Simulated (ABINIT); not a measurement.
Write the native input for ABINIT 10.8.3 (patched build) that does the following.

| Property | Result |
| --- | --- |
| Task | equation of state |
| Functional | revPBE |
| Potentials or basis | Ansatz PAW PBE default generated set, frozen core |
| Cutoff | 517 eV |
| k mesh | 9 × 9 × 9 |
| Occupations | fermi-dirac, width 0.05 eV |
| Spin | no spin polarisation |
| Fine-grid cutoff | 1034.03 eV |

YN:

```
Y N
1.0
     0.00000    2.43850    2.43850
     2.43850    0.00000    2.43850
     2.43850    2.43850    0.00000
Y N
1 1
Direct
  0.00000 0.00000 0.00000
  0.50000 0.50000 0.50000
```

These files were run (other wordings do the same):

run.abi

```
# Datasets: one volume each
ndtset 7
getwfk -1
scalecart1 3*0.9795861087
scalecart2 3*0.9864848297
scalecart3 3*0.9932883884
scalecart4 3*1.0000000000
scalecart5 3*1.0066227096
scalecart6 3*1.0131594038
scalecart7 3*1.0196128224

# Pseudopotentials
pp_dirpath "./"
pseudos "Y.GGA_PBE-ansatz.xml, N.GGA_PBE-ansatz.xml"

# Structure
acell 3.4485597718 3.4485597718 3.4485597718 Angstrom
rprim
     0.0000000000     0.7071067812     0.7071067812
     0.7071067812     0.0000000000     0.7071067812
     0.7071067812     0.7071067812     0.0000000000
ntypat 2
znucl 39 7
natom 2
typat 1 2
xred
     0.0000000000     0.0000000000     0.0000000000
     0.5000000000     0.5000000000     0.5000000000

# Plane-wave basis
ecut 19.0
pawecutdg 38.0
pawxcdev 0

# k points
kptopt 1
ngkpt 9 9 9
nshiftk 1
shiftk 0.0 0.0 0.0

# Exchange and correlation
ixc 14

# Bands and occupations
nband 12
occopt 3
tsmear 0.00183747

# SCF cycle
nstep 100
tolvrs 1.0e-9

# Output
iomode 3
prtwf 1
prtden 0
prteig 0
prtebands 0
enunit 1
```

Potentials or basis: Ansatz PAW PBE default generated set, frozen core.

Run with:

```console
$ abinit run.abi > log 2>&1
```

It gave:

```yaml
Equilibrium_volume: 14.98 Å³/atom
Bulk_modulus: 152 GPa
Pressure_derivative_of_the_bulk_modulus: 4.2
```

Caveat: pressures at fixed basis lie under the slope of the energies; the PAW data sets were made with another functional, which shifts forces and pressure a little; the atomic spheres overlap.

Wall time 2.2 min on 1 thread of Arm Neoverse V2 (shared host), peak memory 0.25 GiB.
